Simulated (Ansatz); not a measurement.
# SiO₂: a ladder of calculations

Cell of run 1: a structure deposited in the COD, taken as it stands.

Space group Pbcn (No. 60); a = 4.0970, b = 5.0462, c = 4.4946 Å.

| site | Wyckoff | site symmetry | x | y | z |
| --- | --- | --- | --- | --- | --- |
| Si | 4c | .2. | 0.0000 | 0.1522 | 0.2500 |
| O | 8d | 1 | 0.7336 | 0.6245 | 0.9186 |

One atom of each set is listed.

Relaxed positions (PBE, cell held):

Si (0.0000, 0.1524, 0.2500)
O (0.7316, 0.6172, 0.9200)

All runs are DFT with Ansatz 0.2.0 (plane waves and PAW, scalar-relativistic unless spin–orbit coupling is named, Γ-centred meshes, Fermi–Dirac smearing where given) in this cell.

Run 1: PBE, gradients read without the response of the cores, atoms as given; 420 eV, 5×4×5 k-points, smearing 0.02 eV.
Run 2: PBE, gradients read without the response of the cores, atoms relaxed; 420 eV, 5×4×5 k-points, smearing 0.02 eV.
Run 3: r2SCAN, gradients read without the response of the cores, at the relaxed atoms; 500 eV, 5×4×5 k-points, smearing 0.02 eV.

| run | Si V_zz (η) | O V_zz (η) |
| --- | --- | --- |
| 1 | 0.87 (0.66) | -11.98 (0.47) |
| 2 | ? | ? |
| 3 | -1.05 (0.57) | -12.03 (0.40) |

V_zz in 10²¹ V/m².

Problem. Estimate the row of run 2.

Solution. Si: -1.04 (0.59); O: -11.84 (0.41). It lies nearest to run 3, from whose tensors on these sites it differs by 0.19 at most (largest principal value of the difference, on O). Taken one at a time, the positions of the atoms (as given or relaxed) move the tensors on these sites by up to 0.48 (largest principal value of the change, on O), the functional (r2SCAN with its higher cutoff) by 0.19 (O). On some sites the largest principal value moves to another axis from run to run, and the sign of V_zz can flip with it.

In run 1 the atoms aren't at the calculated equilibrium (largest force 1.00 eV/Å). The cell isn't the equilibrium one in runs 1, 2 (calculated pressure 6, 6 GPa), and the entry's cell may itself be off.
